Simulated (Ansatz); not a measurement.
H2O on the (100) surface of W, space group Im-3m (No. 229) (top face towards +c; held atoms: 1, 2, 3, 4, 5, 6, 7, 8), one molecule per 39.9 Å². Starting structure (upright, lowest atom H over a top W site; the molecule's atoms stand last):

```yaml
crystal:
  lattice:
    - [6.31875, 0.00000, 0.00000]
    - [0.00000, 6.31875, 0.00000]
    - [0.00000, 0.00000, 25.88485]
  atoms:
    - { symbol: W, position: [0.25000, 0.75000, 0.30906] }
    - { symbol: W, position: [0.25000, 0.25000, 0.30906] }
    - { symbol: W, position: [0.75000, 0.75000, 0.30906] }
    - { symbol: W, position: [0.75000, 0.25000, 0.30906] }
    - { symbol: W, position: [0.50000, 0.50000, 0.37009] }
    - { symbol: W, position: [0.50000, 0.00000, 0.37009] }
    - { symbol: W, position: [0.00000, 0.50000, 0.37009] }
    - { symbol: W, position: [0.00000, 0.00000, 0.37009] }
    - { symbol: W, position: [0.75000, 0.25000, 0.43009] }
    - { symbol: W, position: [0.75000, 0.75000, 0.43009] }
    - { symbol: W, position: [0.25000, 0.25000, 0.43009] }
    - { symbol: W, position: [0.25000, 0.75000, 0.43009] }
    - { symbol: W, position: [0.00000, 0.00000, 0.49364] }
    - { symbol: W, position: [0.00000, 0.50000, 0.49364] }
    - { symbol: W, position: [0.50000, 0.00000, 0.49364] }
    - { symbol: W, position: [0.50000, 0.50000, 0.49364] }
    - { symbol: W, position: [0.25000, 0.75000, 0.54799] }
    - { symbol: W, position: [0.25000, 0.25000, 0.54799] }
    - { symbol: W, position: [0.75000, 0.75000, 0.54799] }
    - { symbol: W, position: [0.75000, 0.25000, 0.54799] }
    - { symbol: O, position: [0.68445, 0.17996, 0.67250] }
    - { symbol: H, position: [0.75000, 0.25000, 0.64225] }
    - { symbol: H, position: [0.75000, 0.25000, 0.70276] }
```

These are results of DFT PBE+D3(BJ), scalar-relativistic, plane waves, PAW in Ansatz 0.2.0, not measurements. Settings: cutoff 420 eV, Γ-centred mesh 3×3×1 on the computed 23-atom cell, Gaussian smearing of 0.10 eV; no spin polarisation. A dipole correction removes the field between periodic images along c.

E_ads is per molecule, from the clean relaxed slab and the free relaxed molecule; negative means bound; no zero-point or thermal terms, forces under 0.04 eV/Å, and the free molecule is spin-polarised where open-shell. Heights count from the highest slab atom.

(1) What does it relax to?

Each end is the local minimum that its start leads to.

An atom lies near a switch of its D3 coefficient C6 between reference coordination numbers, so the dispersion energy changes steeply there and can make or shift the minimum.

Results:

(1) E_ads = -1.44 eV; the molecule stays whole. Final structure after 30 steps:

```xyz
23
Lattice="6.3187 0.0000 0.0000 0.0000 6.3187 0.0000 0.0000 0.0000 25.8848" Properties=species:S:1:pos:R:3 pbc="T T T"
W     1.5797    4.7391    8.0000
W     1.5797    1.5797    8.0000
W     4.7391    4.7391    8.0000
W     4.7391    1.5797    8.0000
W     3.1594    3.1594    9.5797
W     3.1594    0.0000    9.5797
W     0.0000    3.1594    9.5797
W     0.0000    0.0000    9.5797
W     4.7491    1.5954   11.1643
W     4.7314    4.7273   11.1589
W     1.5681    1.5647   11.1620
W     1.5863    4.7522   11.1615
W    -0.0324   -0.0202   12.7687
W     0.0350    3.1796   12.7448
W     3.1872    0.0206   12.7596
W     3.1288    3.1330   12.7499
W     1.7483    4.9372   14.2663
W     1.4280    1.3746   14.2531
W     4.5859    4.5041   14.2536
W     4.8623    1.7871   14.3021
O     4.6776    0.8902   16.3475
H     5.4649    0.2996   16.4261
H     3.8941    0.2797   16.2407
```